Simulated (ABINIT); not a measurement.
Crystal: CdF2.

```
CELL_PARAMETERS angstrom
0.00000 2.69400 2.69400
2.69400 0.00000 2.69400
2.69400 2.69400 0.00000
ATOMIC_POSITIONS crystal
Cd 0.00000 0.00000 0.00000
F 0.75000 0.75000 0.75000
F 0.25000 0.25000 0.25000
```

Base run:

* Program: ABINIT 10.8.3 (patched build)
* Functional: BP86
* Potentials or basis: JTH PAW PBE v2.0
* Cutoff: 626 eV
* k mesh: 9 × 9 × 9
* Occupations: fermi-dirac, width 0.05 eV
* Spin: no spin polarisation

Its results: band gap on the k mesh 3.05 eV, indirect (least direct gap 3.51 eV); pressure 4.3 GPa.

**Question.** After a change of settings the same cell gave: band gap on the k mesh 3.26 eV, indirect (least direct gap 3.73 eV); pressure 8.6 GPa. Which change was it?
A. functional from BP86 to revPBE
B. functional from BP86 to PBEsol; k mesh from 9 × 9 × 9 to 4 × 4 × 4
C. functional from BP86 to LDA; potentials or basis from JTH PAW PBE v2.0 to JTH PAW LDA v2.0
D. functional from BP86 to SOGGA

**Answer.** A.

Caveats: the PAW data sets were made with another functional, which shifts forces and pressure a little.

Runs at the PBE level aren't shown here.
